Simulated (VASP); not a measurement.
Here is a VASP 6.6.1 calculation.

Contents of INCAR:

```
PREC = Accurate ; ENCUT = 900
EDIFF = 1E-8 ; ISMEAR = 1
SIGMA = 0.1 ; LREAL = F
LASPH = T ; NELM = 100
ALGO = Normal ; ISIF = 2
LWAVE = F ; LCHARG = F
METAGGA = R2SCAN ; LMIXTAU = T
NBANDS = 14 ; ADDGRID = F
```

Contents of KPOINTS:

```
regular mesh
0
Gamma
  17 17 17
```

File POSCAR:

```
ZrH
1.0
   -1.6439080000      1.6439080000      2.5043990000
    1.6439080000     -1.6439080000      2.5043990000
    1.6439080000      1.6439080000     -2.5043990000
Zr H
1 1
Direct
    0.0000000000      0.0000000000      0.0000000000
    0.7500000000      0.2500000000      0.5000000000
```

Potentials or basis: VASP PAW PBE potentials, release 64 (Zr_sv, H_s).

The run is started by

```sh
$ cat potpaw_PBE.64/Zr_sv/POTCAR potpaw_PBE.64/H_s/POTCAR > POTCAR
$ mpirun -np 1 vasp_std > vasp.out
```

Problem. Estimate the band gap on the k mesh.

Solution. None (metal or under the smearing width).

Problem. Predict the pressure.

Solution. -1.2 GPa.

Stress tensor (GPa, compression positive):
```
-0.75  0.00  0.00
 0.00 -0.75  0.00
 0.00  0.00 -2.13
```

Caveat: the PAW data sets were made with another functional, which shifts forces and pressure a little.
